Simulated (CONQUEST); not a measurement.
# SiC (Moissanite) (P6_3mc) in CONQUEST: notebook

The runs below take SiC (Moissanite) through equation of state, with PBE.

All numbers are computed with CONQUEST 1.3; they aren't measurements. Logs are shortened: lines on timing, memory, paths and dates and some standing lists are left out, and cuts for length are marked.

## (1) Starting point

The structure is hexagonal, space group P6_3mc (No. 186). Conventional cell: a = 3.076 Å, b = 3.076 Å, c = 5.048 Å, α = 90.00°, β = 90.00°, γ = 120.00°. Si (site symmetry 3m) has 4 C at 1.87 to 1.94 Å as nearest neighbours. C (site symmetry 3m) has 4 Si at 1.87 to 1.94 Å as nearest neighbours.

## (2) Equation of state, PBE, 9.72 Å³/atom (volume scaled by 0.94)

The input, Conquest_input:

```
IO.Title SiC
IO.Coordinates coords.dat
IO.FractionalAtomicCoords T
IO.Iprint 2
IO.Iprint_init 1
General.NumberOfSpecies 2
General.PseudopotentialType hamann
AtomMove.TypeOfRun static
AtomMove.FullStress T
Grid.PointsAlongX 32
Grid.PointsAlongY 48
Grid.PointsAlongZ 60
DM.SolutionMethod diagon
Diag.MPMesh T
Diag.GammaCentred T
Diag.MPMeshX 9
Diag.MPMeshY 5
Diag.MPMeshZ 5
Diag.kT 0.00183747
minE.SCTolerance 1e-6
SC.MaxIters 100
IO.AtomChargeOutput T
%block ChemicalSpeciesLabel
1 28.090 Si
2 12.010 C
%endblock
```

The input, coords.dat:

```
    5.6941357419     0.0000000000     0.0000000000
    0.0000000000     9.3446024789     0.0000000000
    0.0000000000     0.0000000000     9.8625324101
8
  0.0000000000   0.5000000000   0.3333333330 1 T T T
  0.5000000000   0.5000000000   0.8333333330 1 T T T
  0.0000000000   0.0000000000   0.6666666670 1 T T T
  0.5000000000   0.0000000000   0.1666666670 1 T T T
  0.0000000000   0.8850000000   0.3333333330 2 T T T
  0.5000000000   0.8850000000   0.8333333330 2 T T T
  0.0000000000   0.3850000000   0.6666666670 2 T T T
  0.5000000000   0.3850000000   0.1666666670 2 T T T
```

Potentials or basis: PseudoDojo NC PBE, SZP, grid of 32 × 48 × 60 points.

Started as:

```bash
$ Conquest
```

Standard output:

```text
Simulation cell dimensions:     5.6941 a0 x     9.3446 a0 x     9.8625 a0

      Atomic coordinates (a0)
         Atom         X         Y         Z  Species
            1    0.0000    4.6723    3.2875        1
            2    2.8471    4.6723    8.2188        1
            3    0.0000    0.0000    6.5750        1
            4    2.8471    0.0000    1.6438        1
            5    0.0000    8.2700    3.2875        2
            6    2.8471    8.2700    8.2188        2
            7    0.0000    3.5977    6.5750        2
            8    2.8471    3.5977    1.6438        2

         Monkhorst-Pack mesh:   9 x   5 x   5 gamma-centred
        This calculation includes non-local pseudopotentials,
         with a maximum core radius of      7.12043063

    Job title: SiC
    Job to be run: static calculation

[... 5 lines left out ...]
      Using Fermi-Dirac smearing

    Integration grid size:     32 x   48 x   60

    Integration grid spacing:  0.178 a0 x 0.195 a0 x 0.164 a0

    Number of species:  2
    --------------------------------------------------------
    |   #  mass (au)  Charge (e)  SF Rad (a0)  NSF  Label  |
    --------------------------------------------------------
    |   1     28.090       4.000        7.398    9  Si     |
    |   2     12.010       4.000        6.619    9  C      |
    --------------------------------------------------------
          SCF tolerance:                 0.00000100
          SCF iterations:               100

    The functional used will be GGA PBE96

           radial cut-off to be used is taken to be max PAO cut-off radius for this species:    7.120431

           greatest ang. mom. for making density from PAOs:  2

           radial cut-off to be used is taken to be max PAO cut-off radius for this species:    6.247137

           greatest ang. mom. for making density from PAOs:  2
    Minimum blocs/proc is     1440. Maximum blocs/proc is     1440
    set_atom_dens: In set_atomic_density, electrons :      32.000000000000
 matrix_size & matrix_size_padH =           72          72

    Screened ion int: energy:     -24.805838847951 Ha

    new_SC_potl: Starting.  Tolerance:  0.10000E-05

    PulayMixSC: Starting Pulay mixing, A_up =  0.500 A_dn =  0.500
    PulayMixSC: Spin non-polarised calculation.
          Harris-Foulkes Energy            :       -41.126017856723230 Ha
          (TS=0 as O(N) or entropic contribution is negligible)
          DFT Total Energy                 :       -40.614593327665133 Ha
          Total number of electrons        :        32.000000000000568
    PulayMixSC: Pulay iteration     1 residual:              0.10814E-01
          Harris-Foulkes Energy            :       -40.895078852399614 Ha
          (TS=0 as O(N) or entropic contribution is negligible)
          DFT Total Energy                 :       -40.889544035772765 Ha
          Total number of electrons        :        31.999993125834134
    PulayMixSC: Pulay iteration     2 residual:              0.26510E-02
          Harris-Foulkes Energy            :       -40.892616572952619 Ha
          (TS=0 as O(N) or entropic contribution is negligible)
          DFT Total Energy                 :       -40.892734070409261 Ha
          Total number of electrons        :        31.999991926234674
    PulayMixSC: Pulay iteration     3 residual:              0.11856E-02
          Harris-Foulkes Energy            :       -40.892747835569963 Ha
          (TS=0 as O(N) or entropic contribution is negligible)
          DFT Total Energy                 :       -40.892744994389467 Ha
          Total number of electrons        :        31.999990220061218
    PulayMixSC: Pulay iteration     4 residual:              0.31758E-04
          Harris-Foulkes Energy            :       -40.892746290447533 Ha
          (TS=0 as O(N) or entropic contribution is negligible)
          DFT Total Energy                 :       -40.892746093111654 Ha
          Total number of electrons        :        31.999990374377198
    PulayMixSC: Pulay iteration     5 residual:              0.10223E-04
          Harris-Foulkes Energy            :       -40.892746206026089 Ha
          (TS=0 as O(N) or entropic contribution is negligible)
          DFT Total Energy                 :       -40.892746197653949 Ha
          Total number of electrons        :        31.999990420403279
    PulayMixSC: Pulay iteration     6 residual:              0.18044E-05
          Harris-Foulkes Energy            :       -40.892746201824565 Ha
          (TS=0 as O(N) or entropic contribution is negligible)
          DFT Total Energy                 :       -40.892746201802439 Ha
          Total number of electrons        :        31.999990432908188
    PulayMixSC: Pulay iteration     7 residual:              0.87898E-07
    PulayMixSC: Reached SCF tolerance of  0.87898E-07 after      7 iterations
      | Number of electrons      =        31.999990
      |* band energy as 2Tr[K.H] =       -15.921108899422743 Ha
      |  screened ion-ion energy =       -24.805838847951357 Ha
      |  Ha correction           =        -1.414473332772765 Ha
      |  XC correction           =         1.248677317118303 Ha
      |* Harris-Foulkes energy   =       -40.892746201824565 Ha
      |* DFT total energy        =       -40.892746201802439 Ha
      |  estimated accuracy      =        -0.000000000022126 Ha

    force: Forces on atoms (Ha/a0)
    force:  Atom   X              Y              Z
    force:     1  -0.0000000000   0.0201601613   0.0000331704
    force:     2  -0.0000000000   0.0201601613   0.0000331704
    force:     3   0.0000000000   0.0201601613  -0.0000331704
    force:     4  -0.0000000000   0.0201601613  -0.0000331704
    force:     5   0.0000000000  -0.0202177463   0.0000034409
    force:     6   0.0000000000  -0.0202177463   0.0000034409
    force:     7   0.0000000000  -0.0202177463  -0.0000034409
    force:     8  -0.0000000000  -0.0202177463  -0.0000034409

    force: Maximum force :        0.02021775(Ha/a0) on atom         8 in y direction
    force: Force Residual:        0.02018899 Ha/a0
    force: Total stress:        -33.14283986     0.00000000     0.00000000 GPa
                             0.00000000   -22.62909730     0.00000000
                             0.00000000     0.00000000   -33.14588882
    force: Average pressure:     29.63927532 GPa

    force: Finished force
    get_E_and_F: Change in energy during last step of electronic optimisation:  0.42015E-08

    BIBLIOGRAPHY: Please consider citing the following references in the conquest.bib file

    CONQUEST:         Bowler2002pt, Miyazaki2004, Nakata2020
    Basis:            Bowler2019
    DM:               Bowler:2006xr
    Pseudopotentials: Hamann2013, Bowler2019
    XC functional:    Perdew1996
```

Run time: 65 s. Hardware: 1 thread of Intel Xeon 6975P-C (Granite Rapids), shared host; peak memory 0.74 GiB.

What came out:

| Property | Result |
| --- | --- |
| Free energy | -1112.7483 eV |
| Pressure | 29.6 GPa |
| Largest force | 1.040 eV/Å |
| Band gap on the k mesh | 2.32 eV |
| Mulliken charges | Si +0.73; C -0.73 e |

Caveat: the atomic basis is small; Mulliken charges move with the basis; an odd mesh through Γ misses points on the zone boundary, where band edges often lie; the basis of atomic orbitals isn't converged, which shifts pressures, moduli and gaps; forces of over 1 eV/Å show positions far from the minimum, so gaps and moduli don't describe the material at rest.

## (3) Equation of state, PBE, 9.93 Å³/atom (volume scaled by 0.96)

Conquest_input is that of step 2.

coords.dat: that of step 2 with these lines changed.

```diff
@@ -1,4 +1,4 @@
-    5.6941357419     0.0000000000     0.0000000000
-    0.0000000000     9.3446024789     0.0000000000
-    0.0000000000     0.0000000000     9.8625324101
+    5.7342366107     0.0000000000     0.0000000000
+    0.0000000000     9.4104117069     0.0000000000
+    0.0000000000     0.0000000000     9.9319891520
 8
```

Potentials or basis: PseudoDojo NC PBE, SZP, grid of 32 × 48 × 60 points.

Started as:

```bash
$ Conquest
```

Wall time 61 s (1 thread of Intel Xeon 6975P-C (Granite Rapids), shared host); peak memory 0.72 GiB.

Results (log left out):

| Property | Result |
| --- | --- |
| Free energy | -1113.0233 eV |
| Pressure | 23.7 GPa |
| Largest force | 0.998 eV/Å |
| Band gap on the k mesh | 2.36 eV |
| Mulliken charges | Si +0.72; C -0.72 e |

Caveat: the atomic basis is small; Mulliken charges move with the basis; an odd mesh through Γ misses points on the zone boundary, where band edges often lie; the basis of atomic orbitals isn't converged, which shifts pressures, moduli and gaps.

## (4) Equation of state, PBE, 10.13 Å³/atom (volume scaled by 0.98)

Conquest_input is that of step 3.

coords.dat: that of step 3 with these lines changed.

```diff
@@ -1,4 +1,4 @@
-    5.7342366107     0.0000000000     0.0000000000
-    0.0000000000     9.4104117069     0.0000000000
-    0.0000000000     0.0000000000     9.9319891520
+    5.7737843198     0.0000000000     0.0000000000
+    0.0000000000     9.4753131488     0.0000000000
+    0.0000000000     0.0000000000    10.0004877934
 8
```

Started as:

```bash
$ Conquest
```

Wall time 56 s (1 thread of Intel Xeon 6975P-C (Granite Rapids), shared host); peak memory 0.72 GiB.

Results (log left out):

```
Free energy            : -1113.2381 eV
Pressure               : 18.0 GPa
Largest force          : 0.960 eV/Å
Band gap on the k mesh : 2.40 eV
Mulliken charges       : Si +0.72; C -0.72 e
```

Caveat: the atomic basis is small; Mulliken charges move with the basis; an odd mesh through Γ misses points on the zone boundary, where band edges often lie; the basis of atomic orbitals isn't converged, which shifts pressures, moduli and gaps.

## (5) Equation of state, PBE, 10.34 Å³/atom

Conquest_input is that of step 4.

coords.dat: that of step 4 with these lines changed.

```diff
@@ -1,4 +1,4 @@
-    5.7737843198     0.0000000000     0.0000000000
-    0.0000000000     9.4753131488     0.0000000000
-    0.0000000000     0.0000000000    10.0004877934
+    5.8127975593     0.0000000000     0.0000000000
+    0.0000000000     9.5393374771     0.0000000000
+    0.0000000000     0.0000000000    10.0680607067
 8
```

Started as:

```bash
$ Conquest
```

Run time: 53 s. Hardware: 1 thread of Intel Xeon 6975P-C (Granite Rapids), shared host; peak memory 0.68 GiB.

Results (log left out):

| Item | Value |
| --- | --- |
| Free energy | -1113.3973 eV |
| Pressure | 12.9 GPa |
| Largest force | 0.927 eV/Å |
| Band gap on the k mesh | 2.43 eV |
| Mulliken charges | Si +0.71; C -0.71 e |

Caveat: the atomic basis is small; Mulliken charges move with the basis; an odd mesh through Γ misses points on the zone boundary, where band edges often lie; the basis of atomic orbitals isn't converged, which shifts pressures, moduli and gaps.

## (6) Equation of state, PBE, 10.55 Å³/atom (volume scaled by 1.02)

Conquest_input is that of step 5.

coords.dat: that of step 5 with these lines changed.

```diff
@@ -1,4 +1,4 @@
-    5.8127975593     0.0000000000     0.0000000000
-    0.0000000000     9.5393374771     0.0000000000
-    0.0000000000     0.0000000000    10.0680607067
+    5.8512940293     0.0000000000     0.0000000000
+    0.0000000000     9.6025137387     0.0000000000
+    0.0000000000     0.0000000000    10.1347385486
 8
```

Potentials or basis: PseudoDojo NC PBE, SZP, grid of 32 × 48 × 60 points.

Started as:

```bash
$ Conquest
```

Run time: 55 s. Hardware: 1 thread of Intel Xeon 6975P-C (Granite Rapids), shared host; peak memory 0.68 GiB.

The run converged. Its results:

- Free energy: -1113.5060 eV
- Pressure: 8.3 GPa
- Largest force: 0.890 eV/Å
- Band gap on the k mesh: 2.47 eV
- Mulliken charges: Si +0.70; C -0.70 e

Caveat: the atomic basis is small; Mulliken charges move with the basis; an odd mesh through Γ misses points on the zone boundary, where band edges often lie; the basis of atomic orbitals isn't converged, which shifts pressures, moduli and gaps.

## (7) Equation of state, PBE, 10.75 Å³/atom (volume scaled by 1.04)

Conquest_input is that of step 6.

coords.dat: that of step 6 with these lines changed.

```diff
@@ -1,4 +1,4 @@
-    5.8512940293     0.0000000000     0.0000000000
-    0.0000000000     9.6025137387     0.0000000000
-    0.0000000000     0.0000000000    10.1347385486
+    5.8892905099     0.0000000000     0.0000000000
+    0.0000000000     9.6648694712     0.0000000000
+    0.0000000000     0.0000000000    10.2005503833
 8
```

Started as:

```bash
$ Conquest
```

Run time: 49 s. Hardware: 1 thread of Intel Xeon 6975P-C (Granite Rapids), shared host; peak memory 0.68 GiB.

The run converged. Its results:

```
Free energy            : -1113.5704 eV
Pressure               : 4.3 GPa
Largest force          : 0.858 eV/Å
Band gap on the k mesh : 2.50 eV
Mulliken charges       : Si +0.69; C -0.69 e
```

Caveat: the atomic basis is small; Mulliken charges move with the basis; an odd mesh through Γ misses points on the zone boundary, where band edges often lie; the basis of atomic orbitals isn't converged, which shifts pressures, moduli and gaps.

## (8) Equation of state, PBE, 10.96 Å³/atom (volume scaled by 1.06)

Conquest_input is that of step 7.

coords.dat: that of step 7 with these lines changed.

```diff
@@ -1,4 +1,4 @@
-    5.8892905099     0.0000000000     0.0000000000
-    0.0000000000     9.6648694712     0.0000000000
-    0.0000000000     0.0000000000    10.2005503833
+    5.9268029257     0.0000000000     0.0000000000
+    0.0000000000     9.7264308091     0.0000000000
+    0.0000000000     0.0000000000    10.2655237935
 8
```

Started as:

```bash
$ Conquest
```

It took 52 s on 1 thread of Intel Xeon 6975P-C (Granite Rapids), shared host; peak memory 0.66 GiB.

It converged, with:

| Item | Value |
| --- | --- |
| Free energy | -1113.5940 eV |
| Pressure | 0.4 GPa |
| Largest force | 0.828 eV/Å |
| Band gap on the k mesh | 2.53 eV |
| Mulliken charges | Si +0.69; C -0.69 e |

Caveat: the atomic basis is small; Mulliken charges move with the basis; an odd mesh through Γ misses points on the zone boundary, where band edges often lie; the basis of atomic orbitals isn't converged, which shifts pressures, moduli and gaps.

## (9) Equation of state, PBE

Potentials or basis: PseudoDojo NC PBE, SZP, grid of 32 × 48 × 60 points.

This step only gathers the single runs of the series.

Results:

```
Equilibrium volume                        : 10.99 Å³/atom (rough: see the caveat)
Bulk modulus at fixed shape and positions : 187 GPa (rough)
```

Energy against volume, from the lowest point:
```csv
volume (Å³/atom),energy (meV/atom)
9.721,105.71
9.927,71.33
10.134,44.48
10.341,24.58
10.548,11.00
10.755,2.95
10.961,0.00
```

Caveat: the minimum lies outside the volumes run; the atomic basis is small; the cell was scaled at fixed shape and fractional positions, which overstates the stiffness of a crystal with free parameters, most of all of layers and chains; the basis of atomic orbitals isn't converged, which shifts pressures, moduli and gaps.
